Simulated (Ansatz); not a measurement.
## Clamped-ion strain scan in CdS

Level of theory: Ansatz 0.2.0, DFT r2SCAN, scalar-relativistic, plane waves, PAW. Cutoff 500 eV, Γ-centred 8×8×8 k-points, Gaussian smearing of 0.05 eV. No spin polarisation. Energies are free energies at this smearing, counted from the undisturbed cell; pressure is positive in compression.

The starting cell (as given, not relaxed at this level; it stands at 1.9 GPa; this zinc-blende form isn't the usual structure):

```
Cd S
1.0
     0.00000    2.91000    2.91000
     2.91000    0.00000    2.91000
     2.91000    2.91000    0.00000
Cd S
1 1
Direct
  0.00000 0.00000 0.00000
  0.75000 0.75000 0.75000
```

The cell is strained by ε times the Voigt pattern (0, 0, 0, 0, 1, 0) (xx, yy, zz, yz, xz, xy; engineering shear) with fractional coordinates fixed.

| ε | ΔE (meV/atom) | stress summed along the pattern (GPa, tension positive) | pressure (GPa) | gap on the mesh (eV) |
| --- | --- | --- | --- | --- |
| -0.0600 | 16.3 | -3.49 | 2.3 | 1.49 |
| -0.0300 | 4.1 | ? | 2.0 | ? |
| 0.0000 | 0.0 | 0.00 | 1.9 | 1.61 |
| 0.0075 | 0.2 | 0.43 | 1.9 | 1.60 |
| 0.0150 | 1.0 | 0.87 | 1.9 | 1.58 |
| 0.0225 | 2.3 | 1.30 | 2.0 | 1.57 |
| 0.0375 | 6.4 | 2.17 | 2.1 | 1.54 |
| 0.0450 | ? | 2.61 | 2.1 | ? |
| 0.0525 | 12.5 | 3.05 | 2.2 | 1.51 |

By symmetry 0.0600 repeats -0.0600, -0.0450 repeats 0.0450, 0.0300 repeats -0.0300, -0.0150 repeats 0.0150 in energy, with the opposite slope along the path.

Question: Give the withheld values.

Answer: stress summed along the pattern (GPa, tension positive) at ε = -0.0300: -1.74; gap on the mesh (eV) at ε = -0.0300: 1.56; ΔE (meV/atom) at ε = 0.0450: 9.2; gap on the mesh (eV) at ε = 0.0450: 1.52.